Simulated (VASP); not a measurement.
# Si (Fd-3m) in VASP: further runs

One crystal, Si, is run at these levels: LDA; tasks: single point.

Program: VASP 6.6.1. These are calculated values, not measurements. Logs are shortened: lines on timing, memory, paths and dates and some standing lists are left out, and cuts for length are marked.

### Step 1. The undisturbed crystal

It takes space group Fd-3m (No. 227, cubic). The conventional cell has a = 5.444 Å, b = 5.444 Å, c = 5.444 Å, α = 90.00°, β = 90.00°, γ = 90.00°. Si (site symmetry -43m) has 4 Si at 2.36 Å as nearest neighbours.

### Step 2. Single point, LDA (grid = ENCUT=350 dk=0.9 cell=3x3x2 ISMEAR=0 SIGMA=0.05 LREAL=Auto EDIFF=1e-06)

The input, INCAR:

```
SYSTEM = Si
PREC     = Accurate       ! precision mode
ENCUT    = 350            ! plane-wave cutoff, eV
EDIFF    = 1E-6           ! SCF threshold, eV
ISMEAR   = 0              ! smearing method
SIGMA    = 0.05           ! smearing width, eV
LREAL    = Auto         
LASPH    = .True.         ! aspherical terms in the spheres
NELM     = 120            ! most SCF steps
ALGO     = Fast           ! electronic algorithm
ISIF     = 2              ! what is computed and relaxed
LWAVE    = .False.        ! write WAVECAR
LCHARG   = .False.        ! write CHGCAR
NBANDS   = 83             ! bands
NCORE    = 1            
KPAR     = 2
```

The input, KPOINTS:

```
Automatic mesh
0
Gamma
  1 1 2
  0 0 0
```

The input, POSCAR:

```
Si
1.0
    0.0000000000      8.1655535595      8.1655535595
    8.1655535595      0.0000000000      8.1655535595
    5.4437023730      5.4437023730      0.0000000000
Si
36
Direct
    0.1666666667      0.1666666667      0.2500000000
    0.1666666667      0.1666666667      0.7500000000
    0.1666666667      0.5000000000      0.2500000000
    0.1666666667      0.5000000000      0.7500000000
    0.1666666667      0.8333333333      0.2500000000
    0.1666666667      0.8333333333      0.7500000000
    0.5000000000      0.1666666667      0.2500000000
    0.5000000000      0.1666666667      0.7500000000
    0.5000000000      0.5000000000      0.2500000000
    0.5000000000      0.5000000000      0.7500000000
    0.5000000000      0.8333333333      0.2500000000
    0.5000000000      0.8333333333      0.7500000000
    0.8333333333      0.1666666667      0.2500000000
    0.8333333333      0.1666666667      0.7500000000
    0.8333333333      0.5000000000      0.2500000000
    0.8333333333      0.5000000000      0.7500000000
    0.8333333333      0.8333333333      0.2500000000
    0.8333333333      0.8333333333      0.7500000000
    0.2500000000      0.2500000000      0.3750000000
    0.2500000000      0.2500000000      0.8750000000
    0.2500000000      0.5833333333      0.3750000000
    0.2500000000      0.5833333333      0.8750000000
    0.2500000000      0.9166666667      0.3750000000
    0.2500000000      0.9166666667      0.8750000000
    0.5833333333      0.2500000000      0.3750000000
    0.5833333333      0.2500000000      0.8750000000
    0.5833333333      0.5833333333      0.3750000000
    0.5833333333      0.5833333333      0.8750000000
    0.5833333333      0.9166666667      0.3750000000
    0.5833333333      0.9166666667      0.8750000000
    0.9166666667      0.2500000000      0.3750000000
    0.9166666667      0.2500000000      0.8750000000
    0.9166666667      0.5833333333      0.3750000000
    0.9166666667      0.5833333333      0.8750000000
    0.9166666667      0.9166666667      0.3750000000
    0.9166666667      0.9166666667      0.8750000000
```

Potentials or basis: VASP PAW LDA potentials, release 64 (Si).

The run is started by

```
> cat potpaw_LDA.64/Si/POTCAR > POTCAR
> mpirun -np 4 vasp_std > vasp.out
```

OUTCAR:

```text
SYSTEM = Si
   PREC = Accurate
   ENCUT = 350
   EDIFF = 1E-6
   ISMEAR = 0
   LREAL = Auto
   LASPH = .True.
   NELM = 120
   ISIF = 2

 Found      2 irreducible k-points:

 Following reciprocal coordinates:
            Coordinates               Weight
  0.000000  0.000000  0.000000      1.000000
  0.000000  0.000000  0.500000      1.000000
   k-points           NKPTS =      2   k-points in BZ     NKDIM =      2   number of bands    NBANDS=     84
   number of dos      NEDOS =    301   number of ions     NIONS =     36
   total plane-waves  NPLWV = 235200
   dimension x,y,z NGX =    70 NGY =   70 NGZ =   48
   dimension x,y,z NGXF=   140 NGYF=  140 NGZF=   96
   ions per type =              36
   NGX,Y,Z   is equivalent  to a cutoff of  10.08, 10.08, 10.37 a.u.
   NGXF,Y,Z  is equivalent  to a cutoff of  20.15, 20.15, 20.73 a.u.
 SYSTEM =  Si
   PREC   = accura    normal or accurate (medium, high low for compatibility)
   ISTART =      0    job   : 0-new  1-cont  2-samecut
   ICHARG =      2    charge: 1-file 2-atom 10-const
   ISPIN  =      1    spin polarized calculation?
   LNONCOLLINEAR =      F non collinear calculations
   LSORBIT =      F    spin-orbit coupling
   LASPH  =      T    aspherical Exc in radial PAW
   ENCUT  =  350.0 eV  25.72 Ry    5.07 a.u.  17.62 17.62 11.74*2*pi/ulx,y,z
   NELM   =    120;   NELMIN=  2; NELMDL= -5     # of ELM steps
   EDIFF  = 0.1E-05   stopping-criterion for ELM
   LREAL  =      T    real-space projection
   EDIFFG = 0.1E-04   stopping-criterion for IOM
   NSW    =      0    number of steps for IOM
   IBRION =     -1    ionic relax: 0-MD 1-quasi-New 2-CG
   NFREE  =      0    steps in history (QN), initial steepest desc. (CG)
   ISIF   =      2    stress and relaxation
   ISYM   =      2    0-nonsym 1-usesym 2-fastsym
   POTIM  = 0.5000    time-step for ionic-motion
   TEBEG  =    0.0;   TEEND  =   0.0 temperature during run
   PSTRESS=    0.0 pullay stress
   NELECT =     144.0000    total number of electrons
   NUPDOWN=      -1.0000    fix difference up-down
   EMIN   =  10.00;   EMAX   =-10.00  energy-range for DOS
   EFERMI =   0.00;   METHOD = LEGACY
   ISMEAR =     0;   SIGMA  =   0.05  broadening in eV -4-tet -1-fermi 0-gaus
   EFERMI_NEDOS =   21; number of points for ismear=-14 and -15
   IALGO  =     68    algorithm
   IMIX   =      4    mixing-type and parameters
     AMIX     =   0.40;   BMIX     =  1.00
     AMIX_MAG =   1.60;   BMIX_MAG =  1.00
  volume/ion in A,a.u.               =      20.16       136.08
  Fermi-wavevector in a.u.,A,eV,Ry     =   0.954766  1.804247 12.402783  0.911579
  Thomas-Fermi vector in A             =   2.083543
   LORBIT       =      0    0 simple, 1 ext, 2 COOP (PROOUT), +10 PAW based schemes
   GGA     = CA    functional components
   LHFCALC =     F    Hartree Fock is set to
   AEXX    =    0.0000 exact exchange contribution
   IVDW    =     0    specifies the selected vdW correction
   LEPSILON=     F    determine dielectric tensor
   LRPA    =     F    only Hartree local field effects (RPA)
 non-spin polarized calculation
 RMM-DIIS sequential band-by-band and
 Gauss-broadening in eV      SIGMA  =   0.05
  energy-cutoff  :      350.00
  volume of cell :      725.93
 maximum number of plane-waves:     10855
 NGX is ok and might be reduce to    70
   NGX = 35   NGY = 35   NGZ = 23

 number of electron     143.9999994 magnetization

 Free energy of the ion-electron system (eV)
  ---------------------------------------------------
  ext. energy  EPLUGINS =         0.00000000
  ---------------------------------------------------
  free energy    TOTEN  =      -208.12915482 eV

  energy without entropy =     -208.12915482  energy(sigma->0) =     -208.12915482

 E-fermi :   6.0371     XC(G=0):  -9.5592

 val. band max:        5.7667650162   @ k =   0.0000   0.0000   0.0000
 cond. band min:       6.3593995666   @ k =   0.0000   0.0000   0.0000
 fundamental gap:      0.5926345504
 Fermi energy:         6.0370890523

 k-point     1 :       0.0000    0.0000    0.0000
  band No.  band energies     occupation
      1      -6.1693      2.00000
      2      -4.7966      2.00000
      3      -4.7966      2.00000
      4      -4.7966      2.00000
      5      -4.7966      2.00000
      6      -4.2737      2.00000
[... 76 lines left out ...]
     83       7.3725      0.00000
     84       7.3741      0.00000

 k-point     2 :       0.0000    0.0000    0.5000
  band No.  band energies     occupation
      1      -5.3741      2.00000
      2      -5.3741      2.00000
      3      -4.9205      2.00000
      4      -4.9205      2.00000
      5      -4.6568      2.00000
      6      -4.6568      2.00000
[... 76 lines left out ...]
     83       7.7175      0.00000
     84       7.8538      0.00000

------------------------ aborting loop because EDIFF is reached ----------------------------------------

  FORCE on cell =-STRESS in cart. coord.  units (eV):
  Direction    XX          YY          ZZ          XY          YZ          ZX
  --------------------------------------------------------------------------------------
  -------------------------------------------------------------------------------------
  Total       -5.8601491     -5.8601491     -5.7621084     -7.6281296      7.8896902      7.8896901
  in kB      -12.9337248    -12.9337248    -12.7173428    -16.8357711     17.4130521     17.4130520
  external PRESSURE =     -12.8615975 kB  Pullay stress =       0.0000000 kB

 VOLUME and BASIS-vectors are now :
 -----------------------------------------------------------------------------
  energy-cutoff  :      350.00
  volume of cell :      725.93
      direct lattice vectors                 reciprocal lattice vectors
     0.000000000  8.165553559  8.165553559    -0.061232836  0.061232836  0.061232836
     8.165553559  0.000000000  8.165553559     0.061232836 -0.061232836  0.061232836
     5.443702373  5.443702373  0.000000000     0.091849254  0.091849254 -0.091849254

 POSITION                                       TOTAL-FORCE (eV/Angst)
 -----------------------------------------------------------------------------------
      2.72185      2.72185      2.72185        -0.032941     -0.032941      0.020332
      5.44370      5.44370      2.72185        -0.032941     -0.032941      0.020332
      5.44370      2.72185      5.44370        -0.032941     -0.032941      0.020332
      8.16555      5.44370      5.44370        -0.032941     -0.032941      0.020332
      8.16555      2.72185      8.16555        -0.032941     -0.032941      0.020332
     10.88740      5.44370      8.16555        -0.032941     -0.032941      0.020332
[... 28 lines left out ...]
      9.52648      9.52648     14.97018         0.032941      0.032941     -0.020332
     12.24833     12.24833     14.97018         0.032941      0.032941     -0.020332
 -----------------------------------------------------------------------------------
    total drift:                                0.000001      0.000001      0.000001

  FREE ENERGIE OF THE ION-ELECTRON SYSTEM (eV)
  ---------------------------------------------------
  free  energy   TOTEN  =      -208.1291548154 eV

  energy  without entropy=     -208.1291548154  energy(sigma->0) =     -208.12915482
```

Wall time 42 s (4 MPI ranks of Intel Xeon Platinum 8259CL at 2.50GHz (Skylake/Cascade Lake), shared host); peak memory 0.3 GiB.

These settings aren't checked as converged: the numbers below hold their error.

What came out:

```
Free energy            : -208.1292 eV
Pressure               : -1.3 GPa
Band gap on the k mesh : 0.59 eV
```

Caveat: the k mesh is coarse (spacing up to 0.67 Å⁻¹), so the values aren't converged; an odd mesh through Γ misses points on the zone boundary, where band edges often lie; the real-space grid breaks the cell's symmetry a little.

### Step 3. Single point, LDA (grid = ENCUT=250 dk=0.45 cell=3x3x2 ISMEAR=0 SIGMA=0.05 LREAL=Auto EDIFF=1e-06)

Changes to INCAR since step 2:

```diff
@@ -2,3 +2,3 @@
 PREC     = Accurate       ! precision mode
-ENCUT    = 350            ! plane-wave cutoff, eV
+ENCUT    = 250            ! plane-wave cutoff, eV
 EDIFF    = 1E-6           ! SCF threshold, eV
```

The input, KPOINTS:

```
Automatic mesh
0
Gamma
  2 2 3
  0 0 0
```

POSCAR is that of step 2.

Potentials or basis: VASP PAW LDA potentials, release 64 (Si).

The run is started by

```
> cat potpaw_LDA.64/Si/POTCAR > POTCAR
> mpirun -np 4 vasp_std > vasp.out
```

Wall time 74 s (4 MPI ranks of Intel Xeon Platinum 8259CL at 2.50GHz (Skylake/Cascade Lake), shared host); peak memory 0.26 GiB.

The run converged, but some of its settings lie outside the range that counts as converged, so its numbers aren't taken as properties of the crystal.

What came out:

```
Free energy            : -213.5687 eV
Band gap on the k mesh : 0.62 eV
```

Caveat: the cutoff is under 1.25 times the usual one of these potentials, so pressure, stress and relaxed cells hold a basis-set (Pulay) error; an odd mesh through Γ misses points on the zone boundary, where band edges often lie.

### Step 4. Single point, LDA (grid = ENCUT=350 dk=0.45 cell=3x3x2 ISMEAR=0 SIGMA=0.05 LREAL=Auto EDIFF=1e-06)

Changes to INCAR since step 3:

```diff
@@ -2,3 +2,3 @@
 PREC     = Accurate       ! precision mode
-ENCUT    = 250            ! plane-wave cutoff, eV
+ENCUT    = 350            ! plane-wave cutoff, eV
 EDIFF    = 1E-6           ! SCF threshold, eV
```

KPOINTS is that of step 3.

POSCAR is that of step 3.

The run is started by

```
> cat potpaw_LDA.64/Si/POTCAR > POTCAR
> mpirun -np 4 vasp_std > vasp.out
```

Run time: 1.8 min. Hardware: 4 MPI ranks of Intel Xeon Platinum 8259CL at 2.50GHz (Skylake/Cascade Lake), shared host; peak memory 0.33 GiB.

The run converged, but some of its settings lie outside the range that counts as converged, so its numbers aren't taken as properties of the crystal.

Results:

```
Free energy            : -213.9575 eV
Pressure               : -2.1 GPa
Band gap on the k mesh : 0.61 eV
```

Caveat: an odd mesh through Γ misses points on the zone boundary, where band edges often lie.

### Step 5. For comparison

An earlier run on the cell as given: functional PBE; potentials or basis VASP PAW PBE potentials, release 64 (Si); cutoff 520 eV; k mesh 8 × 8 × 8; occupations fermi-dirac, width 0.05 eV; no spin polarisation.

* Pressure: 1.3 GPa
* Band gap on the k mesh: 0.63 eV, indirect (least direct gap 2.56 eV)
